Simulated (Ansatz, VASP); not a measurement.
Ca in VASP and in Ansatz

File INCAR:

```
PREC     = Accurate       # precision mode
ENCUT    = 520            # plane-wave cutoff, eV
EDIFF    = 1E-7           # SCF threshold, eV
ISMEAR   = -1             # smearing method
SIGMA    = 0.05           # smearing width, eV
LREAL    = F              # projectors in reciprocal space
LASPH    = T              # aspherical terms in the spheres
NELM     = 60             # most SCF steps
ALGO     = Normal         # electronic algorithm
ISIF     = 2              # what is computed and relaxed
LWAVE    = F              # write WAVECAR
LCHARG   = F              # write CHGCAR
GGA      = PE             # functional
NBANDS   = 11             # bands
```

The input KPOINTS:

```
Automatic mesh
0
Gamma
  8 8 8
```

The input POSCAR:

```
Ca
1.0
    3.4415065556      0.0000000000      0.0000000000
    0.0000000000      3.4415065556      0.0000000000
    0.0000000000      0.0000000000      3.4415065556
Ca
1
Direct
    0.0000000000      0.0000000000      0.0000000000
```

input.yaml

```yaml
crystal:
  lattice:
    - [3.4415065556, 0.0, 0.0]
    - [0.0, 3.4415065556, 0.0]
    - [0.0, 0.0, 3.4415065556]
  atoms:
    - { symbol: Ca, position: [0.0, 0.0, 0.0] }
hamiltonian:
  xc: pbe
  pseudopotentials: { kind: paw }
kpoints:
  mp_grid: { grid: [8, 8, 8] }
scf:
  occupations: { method: fermi_dirac, width: 0.05 }
output:
  forces: true
  stress: true
  eigenvalues: true
```

Change from the starting cell: volume scaled by 0.96.

Alike in both runs: task single point; functional PBE; k mesh 8 × 8 × 8; occupations fermi-dirac, width 0.05 eV; no spin polarisation.

```csv
,VASP,Ansatz
version,VASP 6.6.1,Ansatz 0.2.0
potentials or method,"VASP PAW PBE potentials, release 64 (Ca_sv)",Ansatz PAW
plane-wave cutoff (eV),520,420
valence electrons in the cell,10,10
```

|  | VASP | Ansatz | Ansatz less VASP |
| --- | --- | --- | --- |
| gap on the k mesh at the Fermi level (eV) | none | none | - |
| pressure (GPa) | 0.9 | 0.8 | -0.01 |

A gap of «none» marks a metal or a gap that the smearing closes. With one functional, cell and mesh, what is left measures potentials, basis and numerics.
